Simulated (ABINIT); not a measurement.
Crystal: AgCl (Chlorargyrite).

```
Ag Cl
1.0
     0.00000    2.73500    2.73500
     2.73500    0.00000    2.73500
     2.73500    2.73500    0.00000
Ag Cl
1 1
Direct
  0.00000 0.00000 0.00000
  0.50000 0.50000 0.50000
```

Base run:

```yaml
Program: ABINIT 10.8.3 (patched build)
Functional: HSE06
Potentials_or_basis: SPMS NC PBE v1.0
Cutoff: 599 eV
k_mesh: 6 × 6 × 6
Occupations: fixed
Spin: no spin polarisation
```

Its results: band gap on the k mesh 2.20 eV, indirect (least direct gap 4.65 eV); pressure 3.2 GPa.

**Question.** The run is repeated on the same cell with these changes: functional from HSE06 to PBE0. What comes out?

**Answer.** Band gap on the k mesh 2.97 eV, indirect (least direct gap 5.44 eV); pressure 3.3 GPa.

Caveats: the potentials were made for another functional, which shifts forces and pressure; Libxc's HSE differs a little from that of other programs (some runs).

A k mesh can miss the band edges.

Not every run made on this cell is shown here.
